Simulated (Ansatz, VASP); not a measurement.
## Cu: VASP beside Ansatz

INCAR

```
SYSTEM = Cu
PREC = Accurate ; ENCUT = 520
EDIFF = 1E-6 ; ISMEAR = 0
SIGMA = 0.1 ; LREAL = .FALSE.
LASPH = .TRUE. ; NELM = 60
ALGO = Fast ; ISIF = 2
LWAVE = .FALSE. ; LCHARG = .FALSE.
GGA = PE ; NBANDS = 18
```

Contents of KPOINTS:

```
regular mesh
0
G
  24 24 12
  0 0 0
```

The input POSCAR:

```
Cu
1.0
    2.5680103728      0.0000000000      0.0000000000
   -1.2840051864      2.2239622200      0.0000000000
    0.0000000000      0.0000000000      4.1935281578
Cu
2
Direct
    0.3333333333      0.6666666667      0.2500000000
    0.6666666667      0.3333333333      0.7500000000
```

Input for Ansatz:

```yaml
crystal:
  lattice:
    - [2.5680103728, 0.0, 0.0]
    - [-1.2840051864, 2.22396222, 0.0]
    - [0.0, 0.0, 4.1935281578]
  atoms:
    - { symbol: Cu, position: [0.3333333333, 0.6666666667, 0.25] }
    - { symbol: Cu, position: [0.6666666667, 0.3333333333, 0.75] }
basis:
  ecutwfc: 420
kpoints:
  mp_grid: { grid: [24, 24, 12] }
hamiltonian:
  xc: pbe
scf:
  occupations: { method: gaussian, width: 0.1 }
output:
  forces: true
  stress: true
  eigenvalues: true
```

Alike in both runs: task single point; functional PBE; k mesh 24 × 24 × 12; occupations gaussian, width 0.1 eV; no spin polarisation.

```csv
,VASP,Ansatz
version,VASP 6.6.1,Ansatz 0.2.0
potentials or method,"VASP PAW PBE potentials, release 64 (Cu)","scalar-relativistic, plane waves, PAW"
plane-wave cutoff (eV),520,420
valence electrons in the cell,22,38
```

|  | VASP | Ansatz | Ansatz less VASP |
| --- | --- | --- | --- |
| gap on the k mesh at the Fermi level (eV) | none | none | - |
| pressure (GPa) | 1.2 | -0.1 | -1.27 |
| largest component of the traceless stress (GPa) | 0.44 | 0.44 | +0.002 |

A gap of «none» marks a metal or a gap that the smearing closes. With one functional, cell and mesh, what is left measures potentials, basis and numerics. The two sets of potentials don't hold the same shells in valence.
